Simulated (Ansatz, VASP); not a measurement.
**Ga: VASP beside Ansatz**

```
Ga
1.0
    -1.76676    1.76676    1.76676
     1.76676   -1.76676    1.76676
     1.76676    1.76676   -1.76676
Ga
1
Direct
  0.00000 0.00000 0.00000
```

Alike in both runs: task single point; functional revPBE; k mesh 15 × 15 × 15; occupations fermi-dirac, width 0.1 eV; no spin polarisation.

|  | VASP | Ansatz |
| --- | --- | --- |
| version | VASP 6.6.1 | Ansatz 0.2.0 |
| potentials or method | VASP PAW PBE potentials, release 64 (Ga_d) | plane waves (420 eV) with PAW, scalar-relativistic |
| plane-wave cutoff (eV) | 520 | 420 |
| valence electrons in the cell | 13 | 13 |

```csv
,VASP,Ansatz,Ansatz less VASP
pressure (GPa),-3.6,-3.6,-0.06
```

Caveats: the PAW data sets were made with another functional, which shifts forces and pressure a little (VASP).
